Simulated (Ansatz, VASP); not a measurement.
CO2 in VASP and in Ansatz

```
C O
1.0
     3.51610    0.00000    0.00000
     0.00000    3.51610    0.00000
     0.00000    0.00000    4.10430
C O
2 4
Direct
  0.00000 0.00000 0.00000
  0.50000 0.50000 0.50000
  0.23291 0.23291 0.00000
  0.26709 0.73291 0.50000
  0.76709 0.76709 0.00000
  0.73291 0.26709 0.50000
```

The cell comes from a database or a generator and needn't be the stable form of this composition.

Alike in both runs: task electric field gradients; functional PBE; k mesh 5 × 5 × 5; occupations fermi-dirac, width 0.02 eV; no spin polarisation.

|  | VASP | Ansatz |
| --- | --- | --- |
| version | VASP 6.6.1 | Ansatz 0.2.0 |
| potentials or method | VASP PAW PBE potentials, release 64 (C, O) | plane-wave PAW, scalar-relativistic |
| plane-wave cutoff (eV) | 520 | 420 |
| valence electrons in the cell | 32 | 32 |

Ansatz gave:

| Quantity | Value |
| --- | --- |
| gap on the k mesh at the Fermi level (eV) | 5.70 |
| rms of the force components (eV/Å) | 0.002 |
| Vzz of the field gradient on the site that differs most (V/Å²) | -29.6 |

Problem. Estimate VASP's values.

Solution. gap on the k mesh at the Fermi level (eV): 5.69; rms of the force components (eV/Å): 0.324; Vzz of the field gradient on the site that differs most (V/Å²): -50.8.

Atom by atom the forces differ by 0.322 eV/Å (rms over components).

Caveats: the standard files for N, O and F lose accuracy on very short bonds; an odd mesh through Γ misses points on the zone boundary, where band edges often lie. PBE gaps usually lie below the measured ones, often by a third to a half.
